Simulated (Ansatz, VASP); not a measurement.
# TlCl in VASP and in Ansatz

```
Tl Cl
1.0
     3.83400    0.00000    0.00000
     0.00000    3.83400    0.00000
     0.00000    0.00000    3.83400
Tl Cl
1 1
Direct
  0.00000 0.00000 0.00000
  0.50000 0.50000 0.50000
```

Alike in both runs: task relaxation of cell and atoms; functional PBE; dispersion D3(BJ); k mesh 8 × 8 × 8; occupations gaussian, width 0.02 eV; no spin polarisation.

|  | VASP | Ansatz |
| --- | --- | --- |
| version | VASP 6.6.1 | Ansatz 0.2.0 |
| potentials or method | VASP PAW PBE potentials, release 64 (Tl_d, Cl) | scalar-relativistic, plane waves, PAW |
| plane-wave cutoff (eV) | 600 | 420 |
| valence electrons in the cell | 20 | 20 |

|  | VASP | Ansatz | Ansatz less VASP |
| --- | --- | --- | --- |
| gap on the k mesh at the Fermi level, each at its own relaxed structure (eV) | 2.23 | 2.23 | -0.006 |
| relaxed volume (Å³/atom) | 30.05 | 30.06 | +0.016 |
| relaxed cell length with the largest relative difference (Å) | 3.917 | 3.918 | +0.0007 |
| energy change over the relaxation (meV/atom) | -17 | -18 | -0.3 |

Ansatz warned: «dispersion_switch_in_reach».

Caveats: spin-orbit coupling is left out, which as a rule narrows the gap of such compounds by several tenths of an eV. Zero-point motion and thermal expansion aren't in these numbers. Expect the measured gap to be larger: semilocal functionals such as PBE lack the derivative discontinuity.
